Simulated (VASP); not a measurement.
Write the native input for VASP 6.6.1 that does the following.

```
Task                   : single point
Functional             : SCAN
Potentials or basis    : VASP PAW PBE potentials, release 64 (Mo_sv, S)
Cutoff                 : 520 eV
k mesh                 : 8 × 8 × 2
Occupations            : fermi-dirac, width 0.05 eV
Spin                   : no spin polarisation
Further INCAR settings : ALGO = Normal; EDIFF = 1e-06
```

The structure of MoS2 lies in POSCAR:

```
MoS2
1.0
    3.1610000000      0.0000000000      0.0000000000
   -1.5805000000      2.7375063014      0.0000000000
    0.0000000000      0.0000000000     15.9835000000
Mo S
2 4
Direct
    0.3333333333      0.6666666667      0.2500000000
    0.6666666667      0.3333333333      0.7500000000
    0.6666666667      0.3333333333      0.3479134733
    0.6666666667      0.3333333333      0.1520865267
    0.3333333333      0.6666666667      0.8479134733
    0.3333333333      0.6666666667      0.6520865267
```

The cell was built by a generator and needn't be a form met in nature.

These files were run (other wordings do the same):

INCAR

```
SYSTEM = MoS2
ALGO = Normal
EDIFF = 1E-6
ENCUT = 520
ISIF = 2
ISMEAR = -1
LASPH = .True.
LCHARG = .False.
LMIXTAU = .True.
LREAL = .False.
LWAVE = .False.
METAGGA = SCAN
NELM = 100
PREC = Accurate
SIGMA = 0.05
```

KPOINTS

```
k-points
0
Gamma
  8 8 2
  0 0 0
```

Potentials or basis: VASP PAW PBE potentials, release 64 (Mo_sv, S).

The run is started by

```sh
$ cat potpaw_PBE.64/Mo_sv/POTCAR potpaw_PBE.64/S/POTCAR > POTCAR
$ mpirun -np 1 vasp_std > vasp.out
```

It gave:

```yaml
Pressure: -0.2 GPa
Largest_force: 0.170 eV/Å
Band_gap_on_the_k_mesh: 1.98 eV, indirect (least direct gap 2.19 eV)
```

Caveat: the PAW data sets were made with another functional, which shifts forces and pressure a little.

Run time: 11 min on 1 thread of Intel(R) Xeon(R) 6975P-C (Granite Rapids) (shared host), peak memory 0.31 GiB.
